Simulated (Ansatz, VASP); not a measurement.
**Ta in VASP and in Ansatz**

```xyz
1
Lattice="2.6920 0.0000 0.0000 0.0000 2.6920 0.0000 0.0000 0.0000 2.6920" Properties=species:S:1:pos:R:3 pbc="T T T"
Ta    0.0000    0.0000    0.0000
```

The cell was built by a generator and needn't be a form met in nature.

Alike in both runs: task relaxation of cell and atoms; functional PBEsol; k mesh 12 × 12 × 12; occupations fermi-dirac, width 0.1 eV; no spin polarisation.

|  | VASP | Ansatz |
| --- | --- | --- |
| version | VASP 6.6.1 | Ansatz 0.2.0 |
| potentials or method | VASP PAW PBE potentials, release 64 (Ta_pv) | plane waves (420 eV) with PAW, scalar-relativistic |
| plane-wave cutoff (eV) | 600 | 420 |
| valence electrons in the cell | 11 | 13 |

VASP gave:

- relaxed volume (Å³/atom): 19.88
- relaxed cell length with the largest relative difference (Å): 2.709
- energy change over the relaxation (meV/atom): -3

Problem. Estimate Ansatz's values.

Solution. Relaxed volume (Å³/atom): 19.85; relaxed cell length with the largest relative difference (Å): 2.708; energy change over the relaxation (meV/atom): -3.

The two sets of potentials don't hold the same shells in valence. Ansatz warned: «pseudo_functional_mismatch».

Caveats: the PAW data sets were made with another functional, which shifts forces and pressure a little (VASP). The runs have no spin-orbit coupling, so splittings on Ta are missing.
